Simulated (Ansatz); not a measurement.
Al2Ru: iterations to self-consistency

The calculation used DFT r2SCAN, scalar-relativistic, plane waves, PAW (Ansatz 0.2.0).

```
Al Ru
1.0
    -1.56042    1.56042    4.22181
     1.56042   -1.56042    4.22181
     1.56042    1.56042   -4.22181
Al Ru
2 1
Direct
  0.65920 0.65920 0.00000
  0.34080 0.34080 0.00000
  0.00000 0.00000 0.00000
```

The plane-wave cutoff is 500 eV and the Γ-centred k-mesh is 18×18×18. The occupation rule is Gaussian smearing, 0.1 eV and the spin treatment is unpolarised.

Each run starts from superposed atomic densities and uses the program's default quasi-Newton mixer with a history of 8 with its automatic preconditioner, at most 120 iterations and the default threshold on the density residual; only the mixing step differs.

| mixing step | iterations | converged | density residual (eV) at iterations 1, 3, 5 |
| --- | --- | --- | --- |
| 0.05 | 9 | yes | 3.5 0.31 0.0082 |
| 0.1 | 8 | yes | 3.5 0.28 0.0014 |
| 0.4 | 10 | yes | 3.5 0.33 0.026 |
| 0.8 | 10 | yes | 3.5 0.43 0.015 |
| 1 | 9 | yes | 3.5 0.43 0.0048 |

Cost: 5 runs of about 1.1 core-minutes in all, on AMD EPYC 9R45 (Zen 5) (shared hosts).